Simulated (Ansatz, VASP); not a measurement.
# BN in VASP and in Ansatz

File INCAR:

```
ALGO = Normal ; EDIFF = 1E-6
ENCUT = 520 ; GGA = PE
ISIF = 2 ; ISMEAR = 0
LASPH = T ; LCHARG = T
LELF = T ; LREAL = F
LVHAR = T ; LWAVE = F
NBANDS = 16 ; NELM = 100
PREC = Accurate ; SIGMA = 0.05
```

Contents of KPOINTS:

```
k-points
0
Gamma
  12 12 6
```

The input POSCAR:

```
BN
1.0
    2.5545800960      0.0000000000      0.0000000000
   -1.2772900480      2.2123312591      0.0000000000
    0.0000000000      0.0000000000      4.3512499713
B N
2 2
Direct
    0.6666666667      0.3333333333      0.9998058547
    0.3333333333      0.6666666667      0.4998058547
    0.6666666667      0.3333333333      0.6251941453
    0.3333333333      0.6666666667      0.1251941453
```

Input for Ansatz:

```yaml
crystal:
  lattice:
    - [2.554580096, 0.0, 0.0]
    - [-1.277290048, 2.2123312591, 0.0]
    - [0.0, 0.0, 4.3512499713]
  atoms:
    - { symbol: B, position: [0.6666666667, 0.3333333333, 0.9998058547] }
    - { symbol: B, position: [0.3333333333, 0.6666666667, 0.4998058547] }
    - { symbol: "N", position: [0.6666666667, 0.3333333333, 0.6251941453] }
    - { symbol: "N", position: [0.3333333333, 0.6666666667, 0.1251941453] }
basis:
  ecutwfc: 420
kpoints:
  mp_grid: { grid: [12, 12, 6] }
hamiltonian:
  xc: pbe
scf:
  occupations: { method: gaussian, width: 0.05 }
output:
  forces: true
  stress: true
  eigenvalues: true
```

Change from the starting cell: strain +0.000 along x and y, +0.030 along z, atoms carried along.

Alike in both runs: task single point; functional PBE; k mesh 12 × 12 × 6; occupations gaussian, width 0.05 eV; no spin polarisation.

```csv
,VASP,Ansatz
version,VASP 6.6.1,Ansatz 0.2.0
potentials or method,"VASP PAW PBE potentials, release 64 (B, N)","scalar-relativistic, plane waves, PAW"
plane-wave cutoff (eV),520,420
valence electrons in the cell,16,16
```

Ansatz gave:

| Property | Result |
| --- | --- |
| gap on the k mesh at the Fermi level (eV) | 5.17 |
| least direct gap on the mesh (eV) | 7.41 |
| pressure (GPa) | -10.1 |
| largest component of the traceless stress (GPa) | 17.01 |
| rms of the force components (eV/Å) | 0.053 |

Task: Estimate VASP's values.

Result: gap on the k mesh at the Fermi level (eV): 5.15; least direct gap on the mesh (eV): 7.41; pressure (GPa): -9.9; largest component of the traceless stress (GPa): 17.16; rms of the force components (eV/Å): 0.049.

Atom by atom the forces differ by 0.005 eV/Å (rms over components).

A k mesh can miss the band edges.
